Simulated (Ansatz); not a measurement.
Relaxed GeO₂ (rutile):

```xyz
6
Lattice="4.4105 0.0000 0.0000 0.0000 4.4105 0.0000 0.0000 0.0000 2.8702" Properties=species:S:1:pos:R:3 pbc="T T T"
Ge     0.0000     0.0000     0.0000
Ge     2.2053     2.2053     1.4351
O      1.3496     1.3496     0.0000
O      3.5549     0.8556     1.4351
O      0.8556     3.5549     1.4351
O      3.0609     3.0609     0.0000
```

Scan: atom 4 (O, nearest neighbour Ge at 1.877 Å; its periodic images, 2.9 Å or more away, move with it) is displaced towards the nearest neighbour, direction (0.456, -0.456, -0.764) in Cartesian axes, by s. The other atoms stay.

Level of theory: r2SCAN (plane waves to 500 eV, PAW, scalar-relativistic; Ansatz, a first-principles code). k mesh 6×6×9 (Γ-centred), Fermi-Dirac smearing 0.05 eV. The energy includes the smearing's −TS. GeO2 was relaxed with its symmetry unable to fall. The zero of ΔE is the undisplaced structure.

```json
[
 {"s (Å)": "-0.380", "ΔE (meV/cell)": "1209"},
 {"s (Å)": "-0.304", "ΔE (meV/cell)": "796"},
 {"s (Å)": "-0.228", "ΔE (meV/cell)": "464"},
 {"s (Å)": "-0.152", "ΔE (meV/cell)": "216"},
 {"s (Å)": "-0.076", "ΔE (meV/cell)": "57"},
 {"s (Å)": "0.000", "ΔE (meV/cell)": "0"},
 {"s (Å)": "0.076", "ΔE (meV/cell)": "65"},
 {"s (Å)": "0.152", "ΔE (meV/cell)": "285"},
 {"s (Å)": "0.228", "ΔE (meV/cell)": "707"},
 {"s (Å)": "0.304", "ΔE (meV/cell)": "withheld"},
 {"s (Å)": "0.380", "ΔE (meV/cell)": "2489"}
]
```

Question: Fit a polynomial form (powers 2, 3, 4) to the given rows and predict ΔE at s = 0.304.

Answer: Least squares on the 10 given rows: ΔE = (10540)·s² + (11540)·s³ + (15780)·s⁴, in meV/cell with s in Å; root-mean-square residual 9.1 meV/cell. At 0.304 the fit gives 1433 meV/cell; the calculation gives 1405 meV/cell, so the interpolation is off by 28 (+2.0 %). The quadratic term alone would give 974 meV/cell.

(For displaced atoms, the force is minus the slope of the energy, and its curvature is a force constant, which sets phonon frequencies.)
